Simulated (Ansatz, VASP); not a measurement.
Al in VASP and in Ansatz

File POSCAR:

```
Al
1.0
    0.0000000000      1.9960030759      1.9960030759
    1.9960030759      0.0000000000      1.9960030759
    1.9960030759      1.9960030759      0.0000000000
Al
1
Direct
    0.0000000000      0.0000000000      0.0000000000
```

The input INCAR.step1:

```
PREC = Accurate ; ENCUT = 520
ISMEAR = 0 ; SIGMA = 0.1
LREAL = F ; LASPH = T
NELM = 80 ; NBANDS = 8
GGA = PE ; ALGO = Normal
EDIFF = 1E-4 ; LWAVE = T
LCHARG = F
```

INCAR.step2

```
PREC = Accurate ; ENCUT = 520
EDIFF = 1E-6 ; ISMEAR = 0
SIGMA = 0.1 ; LREAL = F
LASPH = T ; NELM = 80
ALGO = Normal ; ISIF = 2
LWAVE = F ; LCHARG = T
METAGGA = R2SCAN ; LMIXTAU = T
LELF = T ; LVHAR = T
NBANDS = 8 ; ISTART = 1
```

KPOINTS

```
Automatic mesh
0
Gamma
  18 18 18
```

Input for Ansatz:

```yaml
crystal:
  lattice:
    - [0.0, 1.9960030759, 1.9960030759]
    - [1.9960030759, 0.0, 1.9960030759]
    - [1.9960030759, 1.9960030759, 0.0]
  atoms:
    - { symbol: Al, position: [0.0, 0.0, 0.0] }
basis:
  ecutrho_ratio: 8
kpoints:
  mp_grid: { grid: [18, 18, 18] }
hamiltonian:
  xc: r2scan
scf:
  occupations: { method: gaussian, width: 0.1 }
output:
  forces: true
  eigenvalues: true
  stress: true
accuracy: medium
```

Alike in both runs: task single point; functional r2SCAN; k mesh 18 × 18 × 18; occupations gaussian, width 0.1 eV; no spin polarisation.

|  | VASP | Ansatz |
| --- | --- | --- |
| version | VASP 6.6.1 | Ansatz 0.2.0 |
| potentials or method | VASP PAW PBE potentials, release 64 (Al) | scalar-relativistic, plane waves, PAW |
| plane-wave cutoff (eV) | 520 | 500 |
| valence electrons in the cell | 3 | 3 |

Ansatz gave:

```
gap on the k mesh at the Fermi level (eV) : none
pressure (GPa)                            : 0.0
```

Task: Estimate VASP's values.

Result: gap on the k mesh at the Fermi level (eV): none; pressure (GPa): -0.3.

A gap of «none» marks a metal or a gap that the smearing closes. With one functional, cell and mesh, what is left measures potentials, basis and numerics.

Caveats: the PAW data sets were made with another functional, which shifts forces and pressure a little (VASP).
